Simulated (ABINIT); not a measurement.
# TiB2 (P6/mmm) in ABINIT: notebook

One crystal, TiB2, is run at these levels: LDA; tasks: single point.

Program: ABINIT 10.8.3 (patched build). These are calculated values, not measurements. Logs are shortened: lines on timing, memory, paths and dates and some standing lists are left out, and cuts for length are marked. The log counts tension as positive stress, the text compression.

## 1. The structure

The structure is hexagonal, space group P6/mmm (No. 191). The conventional cell has a = 3.029 Å, b = 3.029 Å, c = 3.228 Å, α = 90.00°, β = 90.00°, γ = 120.00°. Around Ti (site symmetry 6/mmm) lie 12 B at 2.38 Å. Around B (site symmetry -6m2) lie 3 B at 1.75 Å.

## 2. Single point, LDA

File run.abi:

```
# Pseudopotentials
pp_dirpath "./"
pseudos "Ti.upf, B.upf"

# Structure
acell 3*1.0
rprim
     5.7243583767     0.0000000000     0.0000000000
    -2.8621791884     4.9574397745     0.0000000000
     0.0000000000     0.0000000000     6.1007918207
ntypat 2
znucl 22 5
natom 3
typat 1 2 2
xcart
     0.0000000000     0.0000000000     0.0000000000
     1.5146000002     0.8744547176     1.6142000000
    -0.0000000002     1.7489094355     1.6142000000 Angstrom

# Plane-wave basis
ecut 35.0

# k points
kptopt 1
ngkpt 8 8 6
nshiftk 1
shiftk 0.0 0.0 0.0

# Exchange and correlation
ixc 7

# Bands and occupations
nband 13
occopt 3
tsmear 0.00183747

# SCF cycle
nstep 100
tolvrs 1.0e-10

# Output
iomode 3
prtwf 0
prtden 0
prteig 0
prtebands 0
enunit 2
```

Potentials or basis: PseudoDojo NC SR LDA v0.4.1 standard.

On the command line:

```sh
mpirun --bind-to none -np 4 abinit run.abi > log 2>&1
```

run.abo:

```text
.Version 10.8.3 of ABINIT
 Symmetries : space group P6/m m m (#191); Bravais hP (primitive hexag.)
================================================================================
 Values of the parameters that define the memory need of the present run
     intxc =       0    ionmov =       0      iscf =       7    lmnmax =       6
     lnmax =       6     mgfft =      36  mpssoang =       3    mqgrid =    3001
     natom =       3  nloc_mem =       1    nspden =       1   nspinor =       1
    nsppol =       1      nsym =      24    n1xccc =    2501    ntypat =       2
    occopt =       3   xclevel =       1
       mpw =        1732          nfft =       36864          nkpt =          40
================================================================================
================================================================================

--------------------------------------------------------------------------------
------------- Echo of variables that govern the present computation ------------
--------------------------------------------------------------------------------
 -outvars: echo values of preprocessed input variables --------
            acell      1.0000000000E+00  1.0000000000E+00  1.0000000000E+00 Bohr
              amu      4.78800000E+01  1.08110000E+01
             ecut      3.50000000E+01 Hartree
           enunit           2
              ixc           7
         kptrlatt        8    0    0      0    8    0      0    0    6
          kptrlen      3.66047509E+01
            natom           3
            nband          13
            ngfft          32      32      36
             nkpt          40
            nstep         100
             nsym          24
           ntypat           2
           occopt           3
           prtden           0
        prtebands           0
           prteig           0
            prtwf           0
            rprim      5.7243583767E+00  0.0000000000E+00  0.0000000000E+00
                      -2.8621791884E+00  4.9574397745E+00  0.0000000000E+00
                       0.0000000000E+00  0.0000000000E+00  6.1007918207E+00
          spgroup         191
           tolvrs      1.00000000E-10
           tsmear      1.83747000E-03 Hartree
            typat      1  2  2
           xangst      0.0000000000E+00  0.0000000000E+00  0.0000000000E+00
                       1.5145999990E+00  8.7445471710E-01  1.6141999989E+00
                      -1.7639113514E-11  1.7489094342E+00  1.6141999989E+00
            xcart      0.0000000000E+00  0.0000000000E+00  0.0000000000E+00
                       2.8621791883E+00  1.6524799248E+00  3.0503959103E+00
                      -3.3333093645E-11  3.3049598497E+00  3.0503959103E+00
             xred      0.0000000000E+00  0.0000000000E+00  0.0000000000E+00
                       6.6666666667E-01  3.3333333333E-01  5.0000000000E-01
                       3.3333333333E-01  6.6666666667E-01  5.0000000000E-01
            znucl       22.00000    5.00000

================================================================================

 chkinp: Checking input parameters for consistency.
[... 119 lines left out ...]
    1      0.00000000000000     0.00000000000000     0.00000000000000
    2      1.51459999895932     0.87445471710326     1.61419999889384
    3     -0.00000000001764     1.74890943420652     1.61419999889384

 cartesian forces (hartree/bohr) at end:
    1     -0.00000000000000    -0.00000000000000    -0.00000000000000
    2     -0.00000000000000     0.00000000000000    -0.00000000000000
    3     -0.00000000000000    -0.00000000000000    -0.00000000000000
 frms,max,avg= 1.2802224E-29 2.7157619E-29   0.000E+00  0.000E+00  0.000E+00 h/b

 cartesian forces (eV/Angstrom) at end:
    1     -0.00000000000000    -0.00000000000000    -0.00000000000000
    2     -0.00000000000000     0.00000000000000    -0.00000000000000
    3     -0.00000000000000    -0.00000000000000    -0.00000000000000
 frms,max,avg= 6.5831685E-28 1.3965009E-27   0.000E+00  0.000E+00  0.000E+00 e/A
 length scales=  1.000000000000  1.000000000000  1.000000000000 bohr
              =  0.529177210544  0.529177210544  0.529177210544 angstroms
 Fermi (or HOMO) energy (hartree) =   0.42741   Average Vxc (hartree)=  -0.47946
 Eigenvalues (hartree) for nkpt=  40  k points:
 kpt#   1, nband= 13, wtk=  0.00260, kpt=  0.0000  0.0000  0.0000 (reduced coord)
  -1.64667   -0.78947   -0.77767   -0.77767   -0.06563    0.32881    0.32881    0.34066
   0.34639    0.49356    0.49356    0.55810    0.55810
      occupation numbers for kpt#   1
   2.00000    2.00000    2.00000    2.00000    2.00000    2.00000    2.00000    2.00000
   2.00000    0.00000    0.00000    0.00000    0.00000
 prteigrs : prtvol=0 or 1, do not print more k-points.

 Fermi (or HOMO) energy (eV) =  11.63030   Average Vxc (eV)= -13.04685
 Eigenvalues (   eV  ) for nkpt=  40  k points:
 kpt#   1, nband= 13, wtk=  0.00260, kpt=  0.0000  0.0000  0.0000 (reduced coord)
 -44.80813  -21.48251  -21.16149  -21.16149   -1.78576    8.94744    8.94744    9.26984
   9.42570   13.43054   13.43054   15.18673   15.18673
 prteigrs : prtvol=0 or 1, do not print more k-points.

--- !EnergyTerms
iteration_state     : {dtset: 1, }
comment             : Components of total free energy in Hartree
kinetic             :  2.76776563844246E+01
hartree             :  1.21094015670371E+01
xc                  : -1.12015998908331E+01
Ewald energy        : -5.13087759302430E+01
psp_core            :  2.20735812115374E+00
local_psp           : -4.52666260736173E+01
non_local_psp       :  3.95659552519350E-01
internal            : -6.53869262695586E+01
'-kT*entropy'       : -4.49174413895260E-05
total_energy        : -6.53869711870000E+01
total_energy_eV     : -1.77927012842429E+03
band_energy         : -5.71684641037017E+00
...

 Cartesian components of stress tensor (hartree/bohr^3)
  sigma(1 1)=  3.87270335E-04  sigma(3 2)=  0.00000000E+00
  sigma(2 2)=  3.87270335E-04  sigma(3 1)=  0.00000000E+00
  sigma(3 3)=  4.49151647E-04  sigma(2 1)=  1.32500553E-13

-Cartesian components of stress tensor (GPa)         [Pressure= -1.2001E+01 GPa]
- sigma(1 1)=  1.13938866E+01  sigma(3 2)=  0.00000000E+00
- sigma(2 2)=  1.13938866E+01  sigma(3 1)=  0.00000000E+00
- sigma(3 3)=  1.32144977E+01  sigma(2 1)=  3.89830084E-09

== END DATASET(S) ==============================================================
================================================================================

 -outvars: echo values of variables after computation  --------
            acell      1.0000000000E+00  1.0000000000E+00  1.0000000000E+00 Bohr
           etotal     -6.5386971187E+01
            fcart     -0.0000000000E+00 -0.0000000000E+00 -0.0000000000E+00
                      -0.0000000000E+00  2.7157619110E-29 -0.0000000000E+00
                      -0.0000000000E+00 -2.7157619110E-29 -0.0000000000E+00
            rprim      5.7243583767E+00  0.0000000000E+00  0.0000000000E+00
                      -2.8621791884E+00  4.9574397745E+00  0.0000000000E+00
                       0.0000000000E+00  0.0000000000E+00  6.1007918207E+00
           strten      3.8727033493E-04  3.8727033540E-04  4.4915164659E-04
                       0.0000000000E+00  0.0000000000E+00  1.3250055257E-13
           xangst      0.0000000000E+00  0.0000000000E+00  0.0000000000E+00
                       1.5145999990E+00  8.7445471710E-01  1.6141999989E+00
                      -1.7639113514E-11  1.7489094342E+00  1.6141999989E+00
             xred      0.0000000000E+00  0.0000000000E+00  0.0000000000E+00
                       6.6666666667E-01  3.3333333333E-01  5.0000000000E-01
                       3.3333333333E-01  6.6666666667E-01  5.0000000000E-01
 Calculation completed.
```

Wall time 14 s (4 MPI ranks of Arm Neoverse N1, shared host); peak memory 0.24 GiB.

Results:

* Free energy: -1779.2701 eV
* Band gap on the k mesh: none (metal or under the smearing width)
* Valence electrons inside the program's atomic spheres: Ti 9.60; B 2.83

Caveat: the cutoff is too short for stress, so the log's stress isn't used.

## 3. Single point, LDA

File run.abi:

```
# Pseudopotentials
pp_dirpath "./"
pseudos "Ti.upf, B.upf"

# Structure
acell 3.0292 3.0292 3.2284 Angstrom
rprim
     1.0000000000     0.0000000000     0.0000000000
    -0.5000000000     0.8660254038     0.0000000000
     0.0000000000     0.0000000000     1.0000000000
ntypat 2
znucl 22 5
natom 3
typat 1 2 2
xcart
     0.0000000000     0.0000000000     0.0000000000
     2.8621791886     1.6524799247     3.0503959104
    -0.0000000003     3.3049598498     3.0503959104

# Plane-wave basis
ecut 952.398519 eV

# k points
kptopt 1
ngkpt 8 8 6
nshiftk 1
shiftk 0.0 0.0 0.0

# Exchange and correlation
ixc 7

# Bands and occupations
nband 13
occopt 3
tsmear 0.00183747

# SCF cycle
nstep 100
tolvrs 1.0e-10

# Output
iomode 3
prtwf 0
prtden 0
prteig 0
prtebands 0
enunit 1
```

Potentials or basis: PseudoDojo NC SR LDA v0.4.1 standard.

On the command line:

```sh
abinit run.abi > log 2>&1
```

It took 30 s on 1 thread of Arm Neoverse V1, shared host; peak memory 0.07 GiB.

It converged, with:

- Free energy: -1779.2701 eV
- Band gap on the k mesh: none (metal or under the smearing width)
- Valence electrons inside the program's atomic spheres: Ti 9.60; B 2.83

Levels at points of the mesh, in eV from the Fermi level:
| k point | band 7 | band 8 | band 9 | band 10 | band 11 | band 12 |
| --- | --- | --- | --- | --- | --- | --- |
| (0.00, 0.00, 0.00) | -2.68 | -2.36 | -2.20 | 1.80 | 1.80 | 3.56 |
| (0.50, 0.00, 0.00) | -3.32 | -3.30 | -2.34 | 1.25 | 2.66 | 3.13 |
| (0.00, 0.00, 0.50) | -0.63 | -0.63 | -0.26 | -0.26 | 0.34 | 0.34 |
| (0.50, 0.00, 0.50) | -4.72 | -3.89 | -3.15 | 2.38 | 2.84 | 4.42 |

Caveat: the cutoff is too short for stress, so the log's stress isn't used.
